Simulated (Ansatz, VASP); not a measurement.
**MgO: VASP beside Ansatz**

Contents of INCAR:

```
SYSTEM = MgO
  ALGO = Normal
  EDIFF = 1E-6
  ENCUT = 520
  GGA = PE
  ISIF = 2
  ISMEAR = 0
  LASPH = .True.
  LCHARG = .True.
  LELF = .True.
  LREAL = .False.
  LVHAR = .True.
  LWAVE = .False.
  NBANDS = 11
  NELM = 80
  PREC = Accurate
  SIGMA = 0.05
```

Contents of KPOINTS:

```
k-points
0
Gamma
  9 9 8
  0 0 0
```

File POSCAR:

```
MgO
1.0
    2.9820912170      0.0000000000      0.0000000000
   -1.4910456085      2.5825667503      0.0000000000
    0.0000000000      0.0000000000      2.7198752000
Mg O
1 1
Direct
    0.0000000000      0.0000000000      0.0000000000
    0.3333333333      0.6666666667      0.5000000000
```

Input for Ansatz:

```yaml
crystal:
  lattice:
    - [2.982091217, 0.0, 0.0]
    - [-1.4910456085, 2.5825667503, 0.0]
    - [0.0, 0.0, 2.7198752]
  atoms:
    - { symbol: Mg, position: [0.0, 0.0, 0.0] }
    - { symbol: O, position: [0.3333333333, 0.6666666667, 0.5] }
basis:
  ecutwfc: 420
kpoints:
  mp_grid: { grid: [9, 9, 8] }
hamiltonian:
  xc: pbe
scf:
  occupations: { method: gaussian, width: 0.05 }
output:
  forces: true
  stress: true
  eigenvalues: true
```

Change from the starting cell: strain +0.015 along x and y, +0.015 along z, atoms carried along.

Alike in both runs: task single point; functional PBE; k mesh 9 × 9 × 8; occupations gaussian, width 0.05 eV; no spin polarisation.

|  | VASP | Ansatz |
| --- | --- | --- |
| version | VASP 6.6.1 | Ansatz 0.2.0 |
| potentials or method | VASP PAW PBE potentials, release 64 (Mg, O) | scalar-relativistic, plane waves, PAW |
| plane-wave cutoff (eV) | 520 | 420 |
| valence electrons in the cell | 8 | 16 |

Ansatz gave:

| Item | Value |
| --- | --- |
| gap on the k mesh at the Fermi level (eV) | 2.69 |
| least direct gap on the mesh (eV) | 3.08 |
| pressure (GPa) | -5.6 |
| largest component of the traceless stress (GPa) | 0.89 |

**Question.** Which values does VASP return?

**Answer.** gap on the k mesh at the Fermi level (eV): 2.67; least direct gap on the mesh (eV): 3.06; pressure (GPa): -6.3; largest component of the traceless stress (GPa): 0.97.

The two sets of potentials don't hold the same shells in valence.

Caveats: an odd mesh through Γ misses points on the zone boundary, where band edges often lie.
